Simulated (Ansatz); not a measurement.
# Tc: how the settings move a single-point run

Question: which choices in the input matter for Tc?

Method: reference: DFT, PBE, all-electron LAPW, scalar-relativistic, in Ansatz 0.2.0.

2 further runs of the same task are left out: 2 that didn't finish.

## (1) Starting point

It takes space group P6_3/mmc (No. 194, hexagonal). The conventional cell has a = 2.740 Å, b = 2.740 Å, c = 4.398 Å, α = 90.00°, β = 90.00°, γ = 120.00°. Around Tc (site symmetry -6m2) lie 12 Tc at 2.71 to 2.74 Å.

Structure file:

```
CELL_PARAMETERS angstrom
2.74000 0.00000 0.00000
-1.37000 2.37291 0.00000
0.00000 0.00000 4.39800
ATOMIC_POSITIONS crystal
Tc 0.33333 0.66667 0.25000
Tc 0.66667 0.33333 0.75000
```

## (2) The reference run

Contents of input.yaml:

```yaml
crystal:
  lattice:
    - [2.7400001704, 0.0, 0.0]
    - [-1.3700000852, 2.372909754, 0.0]
    - [0.0, 0.0, 4.398]
  atoms:
    - { symbol: Tc, position: [0.3333333333, 0.6666666667, 0.25] }
    - { symbol: Tc, position: [0.6666666667, 0.3333333333, 0.75] }
kpoints:
  mp_grid: { grid: [8, 8, 4] }
scf:
  occupations: { method: fermi_dirac, width: 0.08 }
hamiltonian:
  xc: pbe
  pseudopotentials: { kind: all_electron, lapw: { basis_error: 0.001 } }
output:
  forces: true
  stress: true
  eigenvalues: true
```

Command:

```sh
ansatz run input.yaml --threads 1 --pin off --max-ram 2048MiB --backend cpu --events-out ev --progress --plain --runs-dir out
```

## (3) Variant: xc lda, hubbard.sites [{species: Tc, l: d, u_eff: 1.0}], hubbard.double_counting fll, xc_grid 1

input.yaml, as its differences from that of step 2:

```diff
@@ -13,4 +13,5 @@
 hamiltonian:
-  xc: pbe
+  xc: lda
   pseudopotentials: { kind: all_electron, lapw: { basis_error: 0.001 } }
+  hubbard: { sites: [{ species: Tc, l: d, u_eff: 1.0 }], double_counting: fll }
 output:
@@ -19 +20,3 @@
   eigenvalues: true
+basis:
+  xc_grid: 1
```

**Question.** What will these runs give? Wanted: for each run, ending; energy change; pressure; gap; force.

As calculated:

| run | ending | energy change | pressure (GPa) | gap (eV) | force (eV/Å) | cycles | time |
| --- | --- | --- | --- | --- | --- | --- | --- |
| reference | converged | - | 2.4 | 0.00 | 0.00 | 7 | 9.8 s |
| 1: xc lda, hubbard.sites [{species: Tc, l: d, u_eff: 1.0}], hubbard.double_counting fll, xc_grid 1 | converged | not comparable | -13.1 | 0.00 | 0.00 | 8 | 14 s |

Residual by cycle in the longest SCF loop of each run; runs are numbered as in the table. The quantity is the density residual dr2, in eV.

```
cycle  reference    run 1
    1     0.0634   0.0611
    2     0.0143    0.014
    3    0.00792  0.00726
    4    0.00162  0.00206
    5     7.6e-5   3.1e-4
    6     1.6e-6   5.3e-6
    7     6.4e-8   1.4e-7
    8          -   9.0e-9
```

**Reading.** Total energies don't compare across a change of functional; the pressure goes from 2.4 to -13.1 GPa. The Hubbard U and numerical grids changed too. A changed U is a change of model: its shifts are not errors of convergence.
